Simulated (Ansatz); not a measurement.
## MgS (Niningerite) in Ansatz: convergence with smearing width

Crystal: MgS (Niningerite).

```
CELL_PARAMETERS angstrom
0.00000 2.60165 2.60165
2.60165 0.00000 2.60165
2.60165 2.60165 0.00000
ATOMIC_POSITIONS crystal
S 0.50000 0.50000 0.50000
Mg 0.00000 0.00000 0.00000
```

| Item | Value |
| --- | --- |
| Program | Ansatz 0.2.0 |
| Task | convergence study |
| Functional | LDA |
| Potentials or basis | PseudoDojo standard (LDA files) |
| Cutoff | 1143 eV (not typed: the program's choice for these potentials) |
| k mesh | 7 × 7 × 7 |
| Occupations | gaussian, width 0.3 eV |
| Spin | no spin polarisation |

These are the settings of the first run; the series varies smearing width, with any setting tied to it.

Hardware: 2 threads of AMD EPYC 9R14 (Zen 4), on a shared host.

```
smearing width  energy less the tightest run, at zero smearing (meV/atom)  SCF cycles  CPU time (s)  peak memory (GiB)
        0.3 eV                                                       0.00           7          0.99               0.35
        0.2 eV                                                       0.00           7             2               0.35
       0.15 eV                                                       0.00           7             2               0.36
        0.1 eV                                                       0.00           7             1               0.32
       0.05 eV                                                       0.00           7          0.91               0.35
      0.025 eV                                                       0.00           7          0.92               0.35
       0.01 eV                                                       0.00           7          0.98               0.36
      0.005 eV                                                       0.00           7             1               0.35
```

Against the tightest run, the energy stays within 1 meV/atom from 0.3 eV on. The tightest run that finished is the yardstick and may itself not be fully converged.
